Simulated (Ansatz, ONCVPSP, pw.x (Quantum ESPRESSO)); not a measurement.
# From atom to crystal: ONCV potential for Ti (Z = 22)

ONCVPSP 4.0.1.1 (patched build) input, shortened (lines: element, Z, core and valence counts, functional; n l f; lmax; l rc ep ncon nbas qcut; lloc lpopt rc5 dvloc0; l nproj debl; icmod fcfact rcfact), PBE, scalar-relativistic:

```
  Ti 22.00    3    4        4      upf
    1    0    2.00
    2    0    2.00
    2    1    6.00
    3    0    2.00
    3    1    6.00
    3    2    2.00
    4    0    2.00
    2
    0    1.65    0.00    4    8    6.90
    1    1.45    0.00    3    7   11.80
    2    2.50    0.00    5    9    6.90
    4    5    1.30    4.00
    0    2    3.60
    1    2    3.90
    2    1    1.40
    3    2.50    1.75
```

Atomic tests: cutoffs needed: 28 Ha and 42 Ha (the cutoffs (Ha) at which the residual kinetic energy of the hardest occupied pseudo-wave falls to 1 and 0.1 mHa per electron); ghost test: no bound ghost flagged; no localised positive-energy state flagged; largest excitation error: +150 meV (all-electron minus pseudo) for 3s2 3p6 3d1 4s0, out of 4 test configurations.

Crystal test: bcc Ti in pw.x 7.5, no spin, 14³ k-points, Fermi–Dirac smearing 0.01 Ry, cutoffs 100/400 Ry. The reference is all-electron LAPW (Ansatz 0.2.0) with the same functional, mesh and smearing; V0 and B0 come from Birch–Murnaghan fits to the pressures at five volumes. Errors are pseudo minus all-electron; Δ is the rms difference of the E(V) curves that follow from these fits, minima aligned, over ±6 % about the mean V0. Mesh and smearing are coarse, so the numbers serve the comparison and aren't converged zero-temperature values; the lattice is a test structure that the element need not adopt.

All-electron: a0 = 3.264 Å (V0 = 17.38 Å³/atom), B0 = 104.1 GPa.

Question: How far does the potential miss the all-electron equation of state?

Answer: mean pressure error (GPa): +1.47; a0 (Å): 3.279; a0 error (%): +0.46; B0 error (%): -0.3; Δ (meV/atom): 5.4.

```csv
V (Å³/atom),P all-electron (GPa),P pseudo (GPa)
16.476,6.10,7.81
16.909,3.01,4.59
17.343,0.23,1.70
17.777,-2.25,-0.90
18.210,-4.47,-3.23
```

Question: At the middle volume, how do free energy and pressure move when the wave cutoff is lowered (ecutrho kept at four times it)?

Answer:

```tsv
cutoff (Ry)	shift of F (meV/atom)	shift of P (GPa)
45	+190.9	-0.02
60	+131.4	-2.44
80	+24.2	-1.15
```

The run at the middle volume (104 k-points, 8 iterations) took about 62 s on one core of a shared host (Neoverse-N1, 64 threads, 124 GiB, load 56).
